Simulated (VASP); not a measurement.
# CdIn2O4 (Fd-3m) in VASP: electric field gradients with PBE

Aim: the electric field gradients of CdIn2O4 with PBE.

All numbers are computed with VASP 6.6.1; they aren't measurements. Logs are shortened: lines on timing, memory, paths and dates and some standing lists are left out, and cuts for length are marked.

## Step 1: Starting point

Symmetry: Fd-3m, No. 227, cubic system. The conventional cell has a = 9.222 Å, b = 9.222 Å, c = 9.222 Å, α = 90.00°, β = 90.00°, γ = 90.00°. Cd (site symmetry -43m) has 4 O at 2.21 Å as nearest neighbours. Around In (site symmetry -3m) lie 6 O at 2.19 Å. O (site symmetry 3m) is surrounded by 3 In at 2.19 Å and 1 Cd at 2.21 Å.

The cell comes from a database or a generator and needn't be the stable form of this composition.

## Step 2: Electric field gradients, PBE

Input file INCAR:

```
SYSTEM = CdIn2O4
ALGO = Normal
EDIFF = 1E-8
ENCUT = 520
GGA = PE
ISIF = 2
ISMEAR = -1
LASPH = .TRUE.
LCHARG = .FALSE.
LEFG = .TRUE.
LREAL = .FALSE.
LWAVE = .FALSE.
NBANDS = 75
NELM = 60
PREC = Accurate
SIGMA = 0.02
```

Input file KPOINTS:

```
k-points
0
G
  5 5 5
  0 0 0
```

Input file POSCAR:

```
CdIn2O4
1.0
    0.0000000000      4.6110186847      4.6110186847
    4.6110186847      0.0000000000      4.6110186847
    4.6110186847      4.6110186847      0.0000000000
Cd In O
2 4 8
Direct
    0.7500000000      0.7500000000      0.7500000000
    0.5000000000      0.5000000000      0.5000000000
    0.6250000000      0.1250000000      0.1250000000
    0.1250000000      0.1250000000      0.1250000000
    0.1250000000      0.6250000000      0.1250000000
    0.1250000000      0.1250000000      0.6250000000
    0.3617459100      0.3617459100      0.3617459100
    0.3352377300      0.8882540900      0.8882540900
    0.8882540900      0.8882540900      0.3352377300
    0.8882540900      0.3352377300      0.8882540900
    0.3617459100      0.3617459100      0.9147622700
    0.3617459100      0.9147622700      0.3617459100
    0.8882540900      0.8882540900      0.8882540900
    0.9147622700      0.3617459100      0.3617459100
```

Potentials or basis: VASP PAW PBE potentials, release 64 (Cd, In_d, O).

Command:

```bash
$ cat potpaw_PBE.64/Cd/POTCAR potpaw_PBE.64/In_d/POTCAR potpaw_PBE.64/O/POTCAR > POTCAR
$ mpirun -np 1 vasp_std > vasp.out
```

OUTCAR:

```text
SYSTEM = CdIn2O4
   EDIFF = 1E-8
   ENCUT = 520
   GGA = PE
   ISIF = 2
   ISMEAR = -1
   LASPH = .TRUE.
   LREAL = .FALSE.
   NELM = 60
   PREC = Accurate

 ion  position               nearest neighbor table
   1  0.750  0.750  0.750-  13 2.21   9 2.21  10 2.21   8 2.21   3 3.82   4 3.82   6 3.82   4 3.82
                             5 3.82   6 3.82   5 3.82   6 3.82   3 3.82   3 3.82   4 3.82   5 3.82
   2  0.500  0.500  0.500-   7 2.21  11 2.21  12 2.21  14 2.21   4 3.82   6 3.82   4 3.82   5 3.82
                             6 3.82   3 3.82   5 3.82   6 3.82   3 3.82   4 3.82   5 3.82   3 3.82
   3  0.625  0.125  0.125-   9 2.19  10 2.19  11 2.19  12 2.19   7 2.19  13 2.19   4 3.26   6 3.26
                             5 3.26   4 3.26   5 3.26   6 3.26   1 3.82   2 3.82   1 3.82   2 3.82
   4  0.125  0.125  0.125-   8 2.19   9 2.19  10 2.19  11 2.19  12 2.19  14 2.19   3 3.26   5 3.26
                             6 3.26   6 3.26   5 3.26   3 3.26   2 3.82   1 3.82   2 3.82   1 3.82
   5  0.125  0.625  0.125-   8 2.19   9 2.19  11 2.19  14 2.19  13 2.19   7 2.19   4 3.26   6 3.26
                             3 3.26   4 3.26   6 3.26   3 3.26   2 3.82   1 3.82   1 3.82   2 3.82
   6  0.125  0.125  0.625-   8 2.19  10 2.19  12 2.19  14 2.19  13 2.19   7 2.19   4 3.26   3 3.26
                             4 3.26   5 3.26   5 3.26   3 3.26   2 3.82   1 3.82   2 3.82   1 3.82
   7  0.362  0.362  0.362-   3 2.19   5 2.19   6 2.19   2 2.21
   8  0.335  0.888  0.888-   5 2.19   6 2.19   4 2.19   1 2.21
   9  0.888  0.888  0.335-   3 2.19   5 2.19   4 2.19   1 2.21
  10  0.888  0.335  0.888-   3 2.19   6 2.19   4 2.19   1 2.21
  11  0.362  0.362  0.915-   3 2.19   5 2.19   4 2.19   2 2.21
  12  0.362  0.915  0.362-   3 2.19   6 2.19   4 2.19   2 2.21
  13  0.888  0.888  0.888-   3 2.19   5 2.19   6 2.19   1 2.21
  14  0.915  0.362  0.362-   5 2.19   6 2.19   4 2.19   2 2.21

  LATTYP: Found a face centered cubic cell.
 ALAT       =     9.2220373694

  Lattice vectors:

 A1 = (   0.0000000000,   4.6110186847,   4.6110186847)
 A2 = (   4.6110186847,   0.0000000000,   4.6110186847)
 A3 = (   4.6110186847,   4.6110186847,   0.0000000000)

Analysis of symmetry for initial positions (statically):
=====================================================================
 Subroutine PRICEL returns:
 Original cell was already a primitive cell.

 Routine SETGRP: Setting up the symmetry group for a
 face centered cubic supercell.

 Subroutine GETGRP returns: Found 48 space group operations
 (whereof 24 operations were pure point group operations)
 out of a pool of 48 trial point group operations.

The static configuration has the point symmetry T_d .
 The point group associated with its full space group is O_h .

Analysis of symmetry for dynamics (positions and initial velocities):
=====================================================================
 Subroutine PRICEL returns:
 Original cell was already a primitive cell.
[... 971 lines left out ...]
      3.33603      3.33603      3.33603         0.098067      0.098067      0.098067
      8.19151      5.64154      5.64154        -0.098067      0.098067      0.098067
      5.64154      5.64154      8.19151         0.098067      0.098067     -0.098067
      5.64154      8.19151      5.64154         0.098067     -0.098067      0.098067
      5.88600      5.88600      3.33603        -0.098067     -0.098067      0.098067
      5.88600      3.33603      5.88600        -0.098067      0.098067     -0.098067
      8.19151      8.19151      8.19151        -0.098067     -0.098067     -0.098067
      3.33603      5.88600      5.88600         0.098067     -0.098067     -0.098067
 -----------------------------------------------------------------------------------
    total drift:                                0.000000      0.000000      0.000000

  FREE ENERGIE OF THE ION-ELECTRON SYSTEM (eV)
  ---------------------------------------------------
  free  energy   TOTEN  =       -71.5780072144 eV

  energy  without entropy=      -71.5780072144  energy(sigma->0) =      -71.57800721

 Electric field gradients (V/A^2)
---------------------------------------------------------------------
 ion       V_xx      V_yy      V_zz      V_xy      V_xz      V_yz
---------------------------------------------------------------------
   1      -0.000     0.000    -0.000    -0.002    -0.002    -0.002
   2      -0.000     0.000    -0.000    -0.002    -0.002    -0.002
   3      -0.000     0.000     0.000    27.214    27.214   -27.219
   4      -0.000    -0.000    -0.000   -27.218   -27.218   -27.218
   5       0.000    -0.000     0.000    27.214   -27.219    27.214
   6       0.000     0.000    -0.000   -27.219    27.214    27.214
   7       0.000    -0.000     0.000     8.738     8.738     8.738
   8      -0.001     0.000     0.000    -8.735    -8.735     8.738
   9       0.000     0.000    -0.001     8.738    -8.735    -8.735
  10       0.000    -0.001     0.000    -8.735     8.738    -8.735
  11       0.000     0.000    -0.001     8.738    -8.735    -8.735
  12       0.000    -0.001     0.000    -8.735     8.738    -8.735
  13      -0.000     0.000     0.000     8.738     8.738     8.738
  14      -0.001     0.000     0.000    -8.735    -8.735     8.738
---------------------------------------------------------------------

 Electric field gradients after diagonalization (V/A^2)
 (convention: |V_zz| > |V_xx| > |V_yy|)
----------------------------------------------------------------------
 ion       V_xx      V_yy      V_zz     asymmetry (V_yy - V_xx)/ V_zz
----------------------------------------------------------------------
   1       0.002     0.002    -0.005       0.000
   2       0.002     0.002    -0.005       0.000
   3      27.219    27.213   -54.432       0.000
   4      27.218    27.218   -54.436       0.000
   5      27.219    27.213   -54.432       0.000
   6      27.219    27.213   -54.432       0.000
   7      -8.738    -8.738    17.477       0.000
   8      -8.737    -8.735    17.472       0.000
   9      -8.737    -8.735    17.472       0.000
  10      -8.737    -8.735    17.472       0.000
  11      -8.737    -8.735    17.472       0.000
  12      -8.737    -8.735    17.472       0.000
  13      -8.738    -8.738    17.477       0.000
  14      -8.737    -8.735    17.472       0.000
----------------------------------------------------------------------

           NMR quadrupolar parameters

 Cq : quadrupolar parameter    Cq=e*Q*V_zz/h
 eta: asymmetry parameters     (V_yy - V_xx)/ V_zz
 Q  : nuclear electric quadrupole moment in mb (millibarn)
----------------------------------------------------------------------
 ion       Cq(MHz)       eta       Q (mb)
----------------------------------------------------------------------
   1      -0.000       0.000       1.000
   2      -0.000       0.000       1.000
   3      -0.132       0.000       1.000
   4      -0.132       0.000       1.000
   5      -0.132       0.000       1.000
   6      -0.132       0.000       1.000
   7       0.042       0.000       1.000
   8       0.042       0.000       1.000
   9       0.042       0.000       1.000
  10       0.042       0.000       1.000
  11       0.042       0.000       1.000
  12       0.042       0.000       1.000
  13       0.042       0.000       1.000
  14       0.042       0.000       1.000
----------------------------------------------------------------------
```

Wall time 4.7 min (1 thread of Intel Xeon Platinum 8375C at 2.90GHz (Ice Lake), shared host); peak memory 0.39 GiB.

What came out:

| Quantity | Value |
| --- | --- |
| Free energy | -71.5780 eV |
| Pressure | 5.1 GPa |
| Largest force | 0.170 eV/Å |
| Band gap on the k mesh | 1.04 eV, indirect (least direct gap 1.10 eV) |

Forces in eV/Å, atoms in the order of the input:
```
Cd   0.000  0.000  0.000
Cd   0.000  0.000  0.000
In   0.000  0.000  0.000
In   0.000  0.000  0.000
In   0.000  0.000  0.000
In   0.000  0.000  0.000
O    0.098  0.098  0.098
O   -0.098  0.098  0.098
O    0.098  0.098 -0.098
O    0.098 -0.098  0.098
O   -0.098 -0.098  0.098
O   -0.098  0.098 -0.098
O   -0.098 -0.098 -0.098
O    0.098 -0.098 -0.098
```

Electric field gradients, principal values (V/Å²):
```csv
atom,Vxx,Vyy,Vzz
1 Cd,0.002,0.002,-0.005
2 Cd,0.002,0.002,-0.005
3 In,27.213,27.219,-54.432
4 In,27.218,27.218,-54.436
5 In,27.213,27.219,-54.432
6 In,27.213,27.219,-54.432
7 O,-8.738,-8.738,17.477
8 O,-8.735,-8.737,17.472
9 O,-8.735,-8.737,17.472
10 O,-8.735,-8.737,17.472
11 O,-8.735,-8.737,17.472
12 O,-8.735,-8.737,17.472
13 O,-8.738,-8.738,17.477
14 O,-8.735,-8.737,17.472
```

Caveat: spin-orbit coupling is left out, which moves the levels of the heavy elements; an odd mesh through Γ misses points on the zone boundary, where band edges often lie.
